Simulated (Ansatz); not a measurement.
What a trial cell of NiH3 relaxes into

The calculation used DFT PBE, scalar-relativistic, plane waves, PAW (Ansatz 0.2.0). Cutoff 420 eV, Γ-centred k mesh, Gaussian smearing, no spin polarisation in the final step.

NiH3 was placed on the ReO3 structure type (Pm-3m, No. 221), with Ni in place of Re, H in place of O, at a guessed volume.

```xyz
4
Lattice="3.0986 0.0000 0.0000 0.0000 3.0986 0.0000 0.0000 0.0000 3.0986" Properties=species:S:1:pos:R:3 pbc="T T T"
Ni    0.0000    0.0000    0.0000
H     1.5493    0.0000    0.0000
H     0.0000    1.5493    0.0000
H     0.0000    0.0000    1.5493
```

Cell and atoms relax at zero pressure; the relaxation can't lower the symmetry of the start.

Formation energies are uncorrected and refer to the elements' standard structures at the same level (H₂ as a molecule).

(1) Describe the relaxed structure.

(2) What are its volume, energy, density and gap?

Results:

(1) It keeps Pm-3m (No. 221). The result has the ReO3 structure. Conventional cell: a = 3.121 Å. Ni has 6 H at 1.56 Å; around H lie 2 Ni at 1.56 Å.

```xyz
4
Lattice="3.1206 0.0000 0.0000 0.0000 3.1206 0.0000 0.0000 0.0000 3.1206" Properties=species:S:1:pos:R:3 pbc="T T T"
Ni    0.0000    0.0000    0.0000
H     1.5603    0.0000    0.0000
H     0.0000    1.5603    0.0000
H     0.0000    0.0000    1.5603
```

(2) The volume per atom is 7.60 Å³. The density is 3.37 g/cm³ and the energy over the elements is 0.25 eV/atom. The gap on the 14×14×14 mesh is 0 eV (a metal).

The final run used a 14×14×14 mesh on its 4-atom cell and 0.10 eV smearing. For metals, differences of a few meV/atom aren't resolved. A later test with randomly moved atoms lowered the energy by 83 meV/atom on a coarse mesh, so it isn't stable against such moves and is likely a saddle point held by symmetry. The steps took roughly 13 core-seconds in all.

Cost: 5 runs of about 16 core-minutes in all, on Intel Xeon Platinum 8488C (Sapphire Rapids) (shared hosts).